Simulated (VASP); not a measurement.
Wanted: the native input for a VASP 6.6.1 run.

```
Task                   : single point
Functional             : PBE
Potentials or basis    : VASP PAW PBE potentials, release 64 (Rh_pv)
Cutoff                 : 520 eV
k mesh                 : 9 × 9 × 2
Occupations            : gaussian, width 0.1 eV
Spin                   : no spin polarisation
Dipole correction      : no
Further INCAR settings : ALGO = Fast; EDIFF = 1e-07; NBANDS = 38
```

The structure of Rh lies in POSCAR:

```
Rh
1.0
    2.6917446234      0.0000000000      0.0000000000
   -1.3458723117      2.3311192244      0.0000000000
    0.0000000000      0.0000000000      8.7980701300
Rh
4
Direct
    0.0000000000      0.0000000000      0.0000000000
    0.3333333300      0.6666666700      0.2500000000
    0.0000000000      0.0000000000      0.5000000000
    0.6666666700      0.3333333300      0.7500000000
```

This isn't the form of Rh at room conditions, which is fcc.

One way to write it, as run:

INCAR

```
SYSTEM = Rh
PREC = Accurate ; ENCUT = 520
EDIFF = 1E-7 ; ISMEAR = 0
SIGMA = 0.1 ; LREAL = .FALSE.
LASPH = .TRUE. ; NELM = 100
ALGO = Fast ; ISIF = 2
LWAVE = .FALSE. ; LCHARG = .TRUE.
GGA = PE ; LELF = .TRUE.
LVHAR = .TRUE. ; NBANDS = 38
```

KPOINTS

```
Automatic mesh
0
G
  9 9 2
  0 0 0
```

Potentials or basis: VASP PAW PBE potentials, release 64 (Rh_pv).

Run with:

```bash
$ cat potpaw_PBE.64/Rh_pv/POTCAR > POTCAR
$ mpirun -np 1 vasp_std > vasp.out
```

Results of the run:

* Pressure: 5.2 GPa
* Band gap on the k mesh: none (metal or under the smearing width)

Run time: 54 s on 1 thread of Intel(R) Xeon(R) Platinum 8488C (Sapphire Rapids), with other jobs on the host, peak memory 0.17 GiB.
